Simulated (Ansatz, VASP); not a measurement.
TePb in VASP and in Ansatz

```
CELL_PARAMETERS angstrom
0.00000 3.18733 3.18733
3.18733 0.00000 3.18733
3.18733 3.18733 0.00000
ATOMIC_POSITIONS crystal
Pb 0.00000 0.00000 0.00000
Te 0.50000 0.50000 0.50000
```

Change from the starting cell: volume scaled by 0.96.

Alike in both runs: task single point; functional PBE; k mesh 7 × 7 × 7; occupations fermi-dirac, width 0.05 eV; no spin polarisation.

```csv
,VASP,Ansatz
version,VASP 6.6.1,Ansatz 0.2.0
potentials or method,"VASP PAW PBE potentials, release 64 (Pb_d, Te)",Ansatz PAW
plane-wave cutoff (eV),520,420
valence electrons in the cell,20,30
```

```csv
,VASP,Ansatz,Ansatz less VASP
gap on the k mesh at the Fermi level (eV),0.95,0.94,-0.003
least direct gap on the mesh (eV),0.95,0.94,-0.003
pressure (GPa),4.2,4.2,+0.04
```

The functional is the same, so the differences come from potentials, cutoffs and numerics. The two sets of potentials don't hold the same shells in valence.

Spin-orbit coupling is left out, which matters for the levels of Pb, Te.
